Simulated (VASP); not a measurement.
Consider the following.

```
BeO
1.0
    1.35689    -2.35020     0.00000
    1.35689     2.35020     0.00000
    0.00000     0.00000     4.40516
Be O
2 2
Direct
  0.66667   0.33333   0.50004
  0.33333   0.66667   0.00004
  0.66667   0.33333   0.87796
  0.33333   0.66667   0.37796
```

All values below come from PBE GGA, VASP's PBE PAW potentials (set 64) (plane waves; VASP). Settings: 520 eV cut-off, 10×10×6 Γ-centred mesh, tetrahedra with Blöchl corrections, potentials Be O.

Q: Estimate the energy per atom (σ→0).

A: 
The energy per atom (σ→0) is -7.115 eV/atom.

Total energies compare only between runs with the same potentials, cut-off and functional.

The compound is BeO in the wurtzite structure. It was relaxed first.
